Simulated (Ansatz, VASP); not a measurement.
# BeSe in VASP and in Ansatz

POSCAR

```
BeSe
1.0
    0.0000000000      2.6179722263      2.6179722263
    2.6179722263      0.0000000000      2.6179722263
    2.6179722263      2.6179722263      0.0000000000
Be Se
1 1
Direct
    0.0000000000      0.0000000000      0.0000000000
    0.7500000000      0.7500000000      0.7500000000
```

The input INCAR.step1:

```
SYSTEM = BeSe
PREC = Accurate
ENCUT = 520
ISMEAR = -1
SIGMA = 0.03
LREAL = .FALSE.
LASPH = .TRUE.
NELM = 80
NBANDS = 11
GGA = PE
ALGO = Normal
EDIFF = 1E-4
LWAVE = .TRUE.
LCHARG = .FALSE.
```

INCAR.step2

```
SYSTEM = BeSe
PREC = Accurate
ENCUT = 520
EDIFF = 1E-8
ISMEAR = -1
SIGMA = 0.03
LREAL = .FALSE.
LASPH = .TRUE.
NELM = 80
ALGO = Normal
ISIF = 2
LWAVE = .FALSE.
LCHARG = .FALSE.
METAGGA = R2SCAN
LMIXTAU = .TRUE.
LEFG = .TRUE.
NBANDS = 11
ISTART = 1
```

KPOINTS

```
Automatic mesh
0
G
  8 8 8
  0 0 0
```

Input for Ansatz:

```yaml
crystal:
  lattice:
    - [0.0, 2.6179722263, 2.6179722263]
    - [2.6179722263, 0.0, 2.6179722263]
    - [2.6179722263, 2.6179722263, 0.0]
  atoms:
    - { symbol: Be, position: [0.0, 0.0, 0.0] }
    - { symbol: Se, position: [0.75, 0.75, 0.75] }
kpoints:
  mp_grid: { grid: [8, 8, 8] }
scf:
  occupations: { method: fermi_dirac, width: 0.03 }
hamiltonian:
  xc: r2scan
  pseudopotentials: { kind: all_electron, datasets: crystal }
output:
  forces: true
  stress: true
  eigenvalues: true
  efg: { contact_densities: true }
```

Change from the starting cell: volume scaled by 1.04, crystal datasets.

Alike in both runs: task electric field gradients; functional r2SCAN; k mesh 8 × 8 × 8; occupations fermi-dirac, width 0.03 eV; no spin polarisation.

|  | VASP | Ansatz |
| --- | --- | --- |
| version | VASP 6.6.1 | Ansatz 0.2.0 |
| potentials or method | VASP PAW PBE potentials, release 64 (Be, Se) | all-electron PAW with datasets made for the crystal, scalar-relativistic |
| plane-wave cutoff (eV) | 520 | see its input |

|  | VASP | Ansatz | Ansatz less VASP |
| --- | --- | --- | --- |
| gap on the k mesh at the Fermi level (eV) | 3.21 | 3.21 | -0.001 |
| pressure (GPa) | -2.9 | -3.1 | -0.16 |
| Vzz of the field gradient on the site that differs most (V/Å²) | 0.0 | 0.0 | 0.00 |

Ansatz ran all-electron here, so the differences hold the error of VASP's frozen core and of both bases.

Caveats: the PAW data sets were made with another functional, which shifts forces and pressure a little (VASP). A k mesh can miss the band edges.
